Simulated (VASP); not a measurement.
# BN (Fm-3m) in VASP: settings compared

The runs below take BN through single point, with HSE06, PBE.

Everything below comes from runs of VASP 6.6.1. Logs are shortened: lines on timing, memory, paths and dates and some standing lists are left out, and cuts for length are marked.

## Step 1: The cell of the first run

The structure is cubic, space group Fm-3m (No. 225). Conventional cell: a = 3.666 Å, b = 3.666 Å, c = 3.666 Å, α = 90.00°, β = 90.00°, γ = 90.00°. B (site symmetry m-3m) has 6 N at 1.83 Å as nearest neighbours. N (site symmetry m-3m) has 6 B at 1.83 Å as nearest neighbours.

The cell was built by a generator and needn't be a form met in nature.

## Step 2: Single point, HSE06 (hydrostatic strain +5.0%)

The input, POSCAR:

```
BN
1.0
    0.0000000000      1.8327680662      1.8327680662
    1.8327680662      0.0000000000      1.8327680662
    1.8327680662      1.8327680662      0.0000000000
B N
1 1
Direct
    0.0000000000      0.0000000000      0.0000000000
    0.5000000000      0.5000000000      0.5000000000
```

The input, INCAR.step1:

```
SYSTEM = BN
PREC = Accurate
ENCUT = 520
EDIFF = 1E-5
ISMEAR = 0
SIGMA = 0.01
LREAL = .False.
LASPH = .True.
NELM = 100
ALGO = Normal
ISIF = 2
LWAVE = .True.
LCHARG = .False.
NBANDS = 11
GGA = PE
```

The input, INCAR.step2:

```
SYSTEM = BN
PREC = Accurate
ENCUT = 520
EDIFF = 1E-6
ISMEAR = 0
SIGMA = 0.01
LREAL = .False.
LASPH = .True.
NELM = 100
ALGO = Normal
ISIF = 2
LWAVE = .False.
LCHARG = .False.
GGA = PE
LHFCALC = .True.
HFSCREEN = 0.2079
PRECFOCK = Normal
NBANDS = 11
ISTART = 1
```

The input, KPOINTS:

```
Automatic mesh
0
Gamma
  8 8 8
  0 0 0
```

Potentials or basis: VASP PAW PBE potentials, release 64 (B, N).

On the command line:

```
> cat potpaw_PBE.64/B/POTCAR potpaw_PBE.64/N/POTCAR > POTCAR
> cp INCAR.step1 INCAR
> mpirun -np 1 vasp_std > vasp.out
> cp INCAR.step2 INCAR
> mpirun -np 1 vasp_std > vasp.out
```

OUTCAR:

```text
SYSTEM = BN
   PREC = Accurate
   ENCUT = 520
   EDIFF = 1E-6
   ISMEAR = 0
   LREAL = .False.
   LASPH = .True.
   NELM = 100
   ISIF = 2
   GGA = PE
   LHFCALC = .True.
   HFSCREEN = 0.2079
   PRECFOCK = Normal
   ISTART = 1

 ion  position               nearest neighbor table
   1  0.000  0.000  0.000-   2 1.83   2 1.83   2 1.83   2 1.83   2 1.83   2 1.83
   2  0.500  0.500  0.500-   1 1.83   1 1.83   1 1.83   1 1.83   1 1.83   1 1.83

  LATTYP: Found a face centered cubic cell.
 ALAT       =     3.6655361324

  Lattice vectors:

 A1 = (   0.0000000000,   1.8327680662,   1.8327680662)
 A2 = (   1.8327680662,   0.0000000000,   1.8327680662)
 A3 = (   1.8327680662,   1.8327680662,   0.0000000000)

Analysis of symmetry for initial positions (statically):
=====================================================================
 Subroutine PRICEL returns:
 Original cell was already a primitive cell.

 Routine SETGRP: Setting up the symmetry group for a
 face centered cubic supercell.

 Subroutine GETGRP returns: Found 48 space group operations
 (whereof 48 operations were pure point group operations)
 out of a pool of 48 trial point group operations.

The static configuration has the point symmetry O_h .

Analysis of symmetry for dynamics (positions and initial velocities):
=====================================================================
 Subroutine PRICEL returns:
 Original cell was already a primitive cell.

 Routine SETGRP: Setting up the symmetry group for a
 face centered cubic supercell.

 Subroutine GETGRP returns: Found 48 space group operations
 (whereof 48 operations were pure point group operations)
 out of a pool of 48 trial point group operations.

The dynamic configuration has the point symmetry O_h .

 Subroutine INISYM returns: Found 48 space group operations
 (whereof 48 operations are pure point group operations),
 and found     1 'primitive' translations

----------------------------------------------------------------------------------------

                                     Primitive cell

  volume of cell :      12.3127

  direct lattice vectors                    reciprocal lattice vectors
     0.000000000  1.832768066  1.832768066    -0.272811388  0.272811388  0.272811388
     1.832768066  0.000000000  1.832768066     0.272811388 -0.272811388  0.272811388
     1.832768066  1.832768066  0.000000000     0.272811388  0.272811388 -0.272811388

  length of vectors
     2.591925456  2.591925456  2.591925456     0.472523185  0.472523185  0.472523185

  position of ions in fractional coordinates (direct lattice)
     0.000000000  0.000000000  0.000000000
     0.500000000  0.500000000  0.500000000

  ion indices of the primitive-cell ions
   primitive index   ion index
                 1           1
                 2           2

----------------------------------------------------------------------------------------

 KPOINTS: Automatic mesh

Automatic generation of k-mesh.
 Grid dimensions read from file:
 generate k-points for:    8    8    8

 Generating k-lattice:

  Cartesian coordinates                     Fractional coordinates (reciprocal lattice)
    -0.034101423  0.034101423  0.034101423     0.125000000  0.000000000  0.000000000
     0.034101423 -0.034101423  0.034101423     0.000000000  0.125000000  0.000000000
     0.034101423  0.034101423 -0.034101423     0.000000000  0.000000000  0.125000000

  Length of vectors
     0.059065398  0.059065398  0.059065398

  Shift w.r.t. Gamma in fractional coordinates (k-lattice)
     0.000000000  0.000000000  0.000000000

 Subroutine IBZKPT returns following result:
 ===========================================

 Found     29 irreducible k-points:

 Following reciprocal coordinates:
            Coordinates               Weight
  0.000000  0.000000  0.000000      1.000000
  0.125000  0.000000  0.000000      8.000000
  0.250000  0.000000  0.000000      8.000000
  0.375000  0.000000  0.000000      8.000000
  0.500000  0.000000  0.000000      4.000000
  0.125000  0.125000  0.000000      6.000000
[... 16 lines left out ...]
  0.500000  0.250000  0.125000     48.000000
 -0.375000  0.250000  0.125000     24.000000
 [... further k-points ...]
   k-points           NKPTS =     29   k-points in BZ     NKDIM =    512   number of bands    NBANDS=     11
   number of dos      NEDOS =    301   number of ions     NIONS =      2
   total plane-waves  NPLWV =   8000
   dimension x,y,z NGX =    20 NGY =   20 NGZ =   20
   dimension x,y,z NGXF=    40 NGYF=   40 NGZF=   40
   ions per type =               1   1
   NGX,Y,Z   is equivalent  to a cutoff of  12.83, 12.83, 12.83 a.u.
   NGXF,Y,Z  is equivalent  to a cutoff of  25.66, 25.66, 25.66 a.u.
 SYSTEM =  BN
   PREC   = accura    normal or accurate (medium, high low for compatibility)
   ISTART =      1    job   : 0-new  1-cont  2-samecut
   ICHARG =      0    charge: 1-file 2-atom 10-const
   ISPIN  =      1    spin polarized calculation?
   LNONCOLLINEAR =      F non collinear calculations
   LSORBIT =      F    spin-orbit coupling
   LASPH  =      T    aspherical Exc in radial PAW
   ENCUT  =  520.0 eV  38.22 Ry    6.18 a.u.   4.82  4.82  4.82*2*pi/ulx,y,z
   NELM   =    100;   NELMIN=  2; NELMDL=  0     # of ELM steps
   EDIFF  = 0.1E-05   stopping-criterion for ELM
   LREAL  =      F    real-space projection
   EDIFFG = 0.1E-04   stopping-criterion for IOM
   NSW    =      0    number of steps for IOM
   IBRION =     -1    ionic relax: 0-MD 1-quasi-New 2-CG
   NFREE  =      0    steps in history (QN), initial steepest desc. (CG)
   ISIF   =      2    stress and relaxation
   ISYM   =      3    0-nonsym 1-usesym 2-fastsym
   POTIM  = 0.5000    time-step for ionic-motion
   TEBEG  =    0.0;   TEEND  =   0.0 temperature during run
   PSTRESS=    0.0 pullay stress
   NELECT =       8.0000    total number of electrons
   NUPDOWN=      -1.0000    fix difference up-down
   EMIN   =  10.00;   EMAX   =-10.00  energy-range for DOS
   EFERMI =   0.00;   METHOD = LEGACY
   ISMEAR =     0;   SIGMA  =   0.01  broadening in eV -4-tet -1-fermi 0-gaus
   EFERMI_NEDOS =   21; number of points for ismear=-14 and -15
   IALGO  =     38    algorithm
   IMIX   =      1    mixing-type and parameters
     AMIX     =   0.40;   BMIX     =  1.00
     AMIX_MAG =   1.60;   BMIX_MAG =  1.00
  volume/ion in A,a.u.               =       6.16        41.55
  Fermi-wavevector in a.u.,A,eV,Ry     =   1.417927  2.679494 27.354758  2.010518
  Thomas-Fermi vector in A             =   2.539106
   LORBIT       =      0    0 simple, 1 ext, 2 COOP (PROOUT), +10 PAW based schemes
   GGA     = PE    functional components
   LHFCALC =     T    Hartree Fock is set to
   PRECFOCK=normal    Normal, Fast or Accurate (Low or Medium for compatibility)
   ENCUT4O =  -1.0   cutoff for four orbital integrals eV
   NKREDX  =     1    reduce k-point grid by
   NKREDY  =     1    reduce k-point grid by
   NKREDZ  =     1    reduce k-point grid by
   AEXX    =    0.2500 exact exchange contribution
   HFSCREEN=    0.2079 screening length (either q_TF or 0.3 A-1)
   HFSCREENC=   0.2079 screening length for correlation (either q_TF or 0.3 A-1)
   ENCUTFOCK=  -1.0 apply spherical cutoff to Coloumb kernel
   IVDW    =     0    specifies the selected vdW correction
   LEPSILON=     F    determine dielectric tensor
   LRPA    =     F    only Hartree local field effects (RPA)
 non-spin polarized calculation
 Gauss-broadening in eV      SIGMA  =   0.01
  energy-cutoff  :      520.00
  volume of cell :       12.31
 maximum number of plane-waves:       343
  NGX = 16; NGY = 16; NGZ = 16

 number of electron       8.0000001 magnetization

 Free energy of the ion-electron system (eV)
  ---------------------------------------------------
  ext. energy  EPLUGINS =         0.00000000
  ---------------------------------------------------
  free energy    TOTEN  =       -16.24695436 eV

  energy without entropy =      -16.24695436  energy(sigma->0) =      -16.24695436

 E-fermi :   7.9175     XC(G=0): -10.6537

 val. band max:        7.7933194799   @ k =  -0.2500   0.1250   0.0000
 cond. band min:       8.9155464140   @ k =   0.5000   0.5000   0.0000
 fundamental gap:      1.1222269341
 Fermi energy:         7.9174916276

 k-point     1 :       0.0000    0.0000    0.0000
  band No.  band energies     occupation
      1     -14.8157      2.00000
      2       6.9289      2.00000
      3       6.9289      2.00000
      4       6.9289      2.00000
      5      15.6832      0.00000
      6      20.4311      0.00000
      7      20.4311      0.00000
      8      20.4311      0.00000
      9      27.0273      0.00000
     10      27.0273      0.00000
     11      27.0273      0.00000

 k-point     2 :       0.1250    0.0000    0.0000
  band No.  band energies     occupation
      1     -14.3901      2.00000
      2       5.0757      2.00000
      3       6.9291      2.00000
      4       6.9291      2.00000
      5      16.3601      0.00000
      6      19.1547      0.00000
      7      19.1547      0.00000
      8      20.0820      0.00000
      9      26.1542      0.00000
     10      28.0392      0.00000
     11      28.0392      0.00000

 k-point     3 :       0.2500    0.0000    0.0000
  band No.  band energies     occupation
      1     -13.1484      2.00000
      2       1.2972      2.00000
      3       6.9944      2.00000
      4       6.9944      2.00000
      5      16.2848      0.00000
      6      16.7395      0.00000
      7      16.7395      0.00000
      8      20.3201      0.00000
      9      26.6567      0.00000
     10      30.8302      0.00000
     11      30.8302      0.00000

 k-point     4 :       0.3750    0.0000    0.0000
  band No.  band energies     occupation
      1     -11.2865      2.00000
      2      -2.5093      2.00000
      3       7.1752      2.00000
      4       7.1752      2.00000
      5      14.7334      0.00000
      6      14.7334      0.00000
      7      15.4919      0.00000
      8      20.9322      0.00000
      9      28.8027      0.00000
     10      35.0194      0.00000
     11      35.0194      0.00000

 k-point     5 :       0.5000    0.0000    0.0000
  band No.  band energies     occupation
      1      -9.9586      2.00000
      2      -4.5413      2.00000
      3       7.2984      2.00000
      4       7.2984      2.00000
      5      13.9478      0.00000
      6      13.9478      0.00000
      7      15.1592      0.00000
      8      21.1354      0.00000
      9      30.6181      0.00000
     10      35.6104      0.00000
     11      39.2331      0.00000
[... 211 lines left out ...]
 k-point    21 :       0.5000    0.5000    0.0000
  band No.  band energies     occupation
      1      -7.6063      2.00000
      2      -3.4255      2.00000
      3       2.5061      2.00000
      4       2.5061      2.00000
      5       8.9155      0.00000
      6      17.9201      0.00000
      7      22.7459      0.00000
      8      22.7459      0.00000
      9      24.2153      0.00000
     10      39.6703      0.00000
     11      42.7329      0.00000

 k-point    22 :       0.3750    0.2500    0.1250
  band No.  band energies     occupation
      1     -12.0509      2.00000
      2       1.3579      2.00000
      3       3.2138      2.00000
      4       6.3496      2.00000
      5      13.2030      0.00000
      6      17.6748      0.00000
      7      20.1648      0.00000
      8      20.6710      0.00000
      9      23.9109      0.00000
     10      33.7028      0.00000
     11      36.5380      0.00000

 k-point    23 :       0.5000    0.2500    0.1250
  band No.  band energies     occupation
      1     -10.2394      2.00000
      2      -1.6099      2.00000
      3       2.4590      2.00000
      4       5.2789      2.00000
      5      13.5389      0.00000
      6      16.2123      0.00000
      7      19.8847      0.00000
      8      21.9155      0.00000
      9      26.0607      0.00000
     10      34.4777      0.00000
     11      36.7694      0.00000

 k-point    24 :      -0.3750    0.2500    0.1250
  band No.  band energies     occupation
      1      -8.9771      2.00000
      2      -3.4636      2.00000
      3       2.5310      2.00000
      4       4.5568      2.00000
      5      14.3318      0.00000
      6      15.1180      0.00000
      7      19.6398      0.00000
      8      22.4920      0.00000
      9      29.0928      0.00000
     10      30.6890      0.00000
     11      40.0188      0.00000

 [... further k-points ...]

------------------------ aborting loop because EDIFF is reached ----------------------------------------

  FORCE on cell =-STRESS in cart. coord.  units (eV):
  Direction    XX          YY          ZZ          XY          YZ          ZX
  --------------------------------------------------------------------------------------
  -------------------------------------------------------------------------------------
  Total       -3.9582785     -3.9582785     -3.9582785     -0.0000000      0.0000000     -0.0000000
  in kB     -515.0678037   -515.0678037   -515.0678037     -0.0000000      0.0000000     -0.0000000
  external PRESSURE =    -515.0678037 kB  Pullay stress =       0.0000000 kB

 VOLUME and BASIS-vectors are now :
 -----------------------------------------------------------------------------
  energy-cutoff  :      520.00
  volume of cell :       12.31
      direct lattice vectors                 reciprocal lattice vectors
     0.000000000  1.832768066  1.832768066    -0.272811388  0.272811388  0.272811388
     1.832768066  0.000000000  1.832768066     0.272811388 -0.272811388  0.272811388
     1.832768066  1.832768066  0.000000000     0.272811388  0.272811388 -0.272811388

 POSITION                                       TOTAL-FORCE (eV/Angst)
 -----------------------------------------------------------------------------------
      0.00000      0.00000      0.00000         0.000000     -0.000000     -0.000000
      1.83277      1.83277      1.83277        -0.000000      0.000000      0.000000
 -----------------------------------------------------------------------------------
    total drift:                               -0.000001     -0.000001      0.000001

  FREE ENERGIE OF THE ION-ELECTRON SYSTEM (eV)
  ---------------------------------------------------
  free  energy   TOTEN  =       -16.2469543603 eV

  energy  without entropy=      -16.2469543603  energy(sigma->0) =      -16.24695436
```

Run time: 6.4 min. Hardware: 1 thread of Intel Xeon Platinum 8488C (Sapphire Rapids), shared host; peak memory 0.22 GiB.

What came out:

```yaml
Free_energy: -16.2470 eV
Pressure: -51.5 GPa
Band_gap_on_the_k_mesh: 1.12 eV, indirect (least direct gap 6.41 eV)
```

Caveat: the cell as given lies far from equilibrium; so large a pressure means that the cell lies far from this level's equilibrium, or that cutoff or potentials fall short; the potentials were made for another functional, which shifts forces and pressure. A k mesh can miss the band edges.

## Step 3: Single point, PBE (hydrostatic strain +5.0%)

The input, INCAR:

```
ALGO = Normal ; EDIFF = 1E-6
ENCUT = 520 ; GGA = PE
ISIF = 2 ; ISMEAR = -1
LASPH = T ; LCHARG = F
LREAL = F ; LWAVE = F
NBANDS = 11 ; NELM = 80
PREC = Accurate ; SIGMA = 0.02
```

The input, KPOINTS:

```
k-points
0
Gamma
  12 12 12
```

POSCAR is that of step 2.

Potentials or basis: VASP PAW PBE potentials, release 64 (B, N).

On the command line:

```
> cat potpaw_PBE.64/B/POTCAR potpaw_PBE.64/N/POTCAR > POTCAR
> mpirun -np 1 vasp_std > vasp.out
```

It used 5.2 s of CPU time on 1 thread of Intel(R) Xeon(R) Platinum 8488C (Sapphire Rapids), with other jobs on the host, which was overloaded at the time.

Results (log left out):

- Free energy: -13.7322 eV
- Pressure: -39.6 GPa
- Band gap on the k mesh: 0.19 eV, indirect (least direct gap 5.11 eV)

Levels at points of the mesh, in eV from the valence-band top:
```csv
k point,band 1,band 2,band 3,band 4,band 5,band 6,band 7,band 8
"(0.00, 0.00, 0.00)",-20.66,-0.85,-0.85,-0.85,6.34,10.62,10.62,10.62
"(0.50, 0.00, 0.00)",-16.15,-11.30,-0.56,-0.56,4.78,4.78,5.91,11.28
"(0.50, 0.50, 0.00)",-13.95,-10.35,-4.92,-4.92,0.19,8.94,12.71,12.71
```

Caveat: the cell as given lies far from equilibrium; so large a pressure means that the cell lies far from this level's equilibrium, or that cutoff or potentials fall short.
